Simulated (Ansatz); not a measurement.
An Ansatz input:

```yaml
crystal:
  lattice:
    - [3.5028225335, 0.0, 0.0]
    - [-1.7514112667, 3.033533299, 0.0]
    - [0.0, 0.0, 5.6849778123]
  atoms:
    - { symbol: In, position: [0.3333333333, 0.6666666667, 0.25] }
    - { symbol: In, position: [0.6666666667, 0.3333333333, 0.75] }
hamiltonian:
  xc: rpbe
  pseudopotentials:
    kind: paw
    azcp:
      In: "pseudopotentials/In.paw.azcp"
basis:
  ecutwfc: 420
  fft_grid_basis: typed
kpoints:
  mp_grid: { grid: [12, 12, 7], shift: [0, 0, 0] }
magnetization:
  spin_polarized: false
scf:
  occupations: { method: fermi_dirac, width: 0.1 }
  lower_state_search: "off"
output:
  stress: true
```

Terminal output

```
Engine: ansatz 0.2.0, aarch64-unknown-linux-gnu
Pseudopotentials: kind: paw
Pseudopotential: In, paw, valence charge 13, recommended cutoff 420 eV (normal) 
Functional definition: RPBE
  parameter kappa = 0.804
  parameter beta = 0.06672455060314922
  exchange = rpbe_x(kappa = kappa, mu = beta*pi^2/3)
  correlation = pbe_c(beta = beta)
Crystal: 2 atoms, lattice volume = 60.408 Å³
Basis set: ecut = 420 eV, 1165 PW (Γ)
Bands: 17, of which v1, the nominal top of the filled ones, is band 13 counted from 1 (12 counted from 0)
Symmetry: 24 space group operations
Space group: P63/mmc (ITA 194), of the structure as read, at distance tolerance 3.9e-5 Å
k-points: 76 of 1008
Non-local potential: In, projectors of the file, l = 0: 2, l = 1: 2, l = 2: 2, l = 3: 2
PAW form: soft (Blöchl's): semilocal exchange-correlation on the pseudo side does not see the compensation charge
PAW frozen core: In, regenerated for the run's functional, and the local potential with it (the file was generated under x = pbe(κ = 0.804, μ = 0.2195149727645171), c = pbe(β = 0.06672455060314922))
PAW one-centre angular grid: In, 590 points (default); XC on 64 Gauss nodes
Initial density: superposition of atomic densities (neutral atoms: chi_scale 0, normalization atom), corrected by the library's trained network
Initial wavefunctions: pseudopotential atomic-orbital guess
Functional: x = rpbe, c = pbe(β = 0.06672455060314922)
SCF iter   1: F=—  HF=-11212.544043 eV  |F-HF|=—  |Δ(HF+E_count)|=         —  Δρ=3.58e-3  dr2=4.26e-3  ethr=1.77e-3  ⟨swp⟩=5.7  Hψ=6363  notcnv=0
SCF iter   2: F=—  HF=-11212.542007 eV  |F-HF|=—  |Δ(HF+E_count)|=   2.04e-3  Δρ=1.22e-3  dr2=5.27e-4  ethr=1.64e-5  ⟨swp⟩=2.0  Hψ=2681  notcnv=0
SCF iter   3: F=—  HF=-11212.542104 eV  |F-HF|=—  |Δ(HF+E_count)|=   9.73e-5  Δρ=4.79e-4  dr2=9.74e-5  ethr=2.03e-6  ⟨swp⟩=2.1  Hψ=1894  notcnv=0
SCF iter   4: F=—  HF=-11212.542158 eV  |F-HF|=—  |Δ(HF+E_count)|=   5.45e-5  Δρ=1.05e-4  dr2=8.27e-6  ethr=3.75e-7  ⟨swp⟩=3.0  Hψ=2342  notcnv=0
SCF iter   5: F=—  HF=-11212.542161 eV  |F-HF|=—  |Δ(HF+E_count)|=   2.16e-6  Δρ=1.19e-5  dr2=1.16e-7  ethr=3.18e-8  ⟨swp⟩=2.1  Hψ=2285  notcnv=0
SCF iter   6: F=-11212.542161 eV  HF=-11212.542161 eV  |F-HF|=9.17e-10  |Δ(HF+E_count)|=   9.56e-8  Δρ=4.09e-6  dr2=9.31e-9  ethr=3.85e-10  ⟨swp⟩=4.0  Hψ=3889  notcnv=0
SCF 1 converged in 6 iterations: F = -11212.542161 eV  dr2 = 9.31e-9
SCF converged after 6 iterations
Free energy (F): -11212.542161 eV
Harris-Foulkes:  -11212.542161 eV  (|F-HF|=9.17e-10)
Internal energy: -11212.509683 eV  (E = F + TS)
E sigma→0 (E₀):  -11212.525922 eV
Entropy (-TS):   -0.032477 eV (-16.239 meV/atom)
Fermi energy:    8.540498 eV
--- Per-component energies (eV) ---
  E_band       = -89.792401
  E_kinetic    = 479.456016
  E_local      = -2323.248284  (includes V_loc(G=0)·N_el)
  E_nonlocal   = 731.394460
  E_hartree    = 908.298669
  E_xc         = -431.610791
  E_vxc        = -197.090510  (∫ρ·V_xc dr)
  E_paw        = -8320.087236  (= ΣΔE_a)
  E_vpaw       = -596.899170  (= ΣTr[D̂ρ^β])
  E_aug_tail   = 0.000052  (compensation charges beyond the density's cutoff)
  E_ewald      = -2256.847282
  E_core_change = 0.134712  (= ΣΔE_core)
  E_smearing   = -0.032477  (= −TS)
  E_closure    = -0.000000  (closes the sum)
  Σ components = -11212.542161   (vs F -11212.542161, Δ=0.00e0)
--- Stress (GPa, compression-positive) ---
       -0.833090       0.000000       0.000000
       -0.000000      -0.833090       0.000000
        0.000000       0.000000      -1.414785
  P = ⅓ Tr σ = -1.0270 GPa (-10.270 kbar)
```
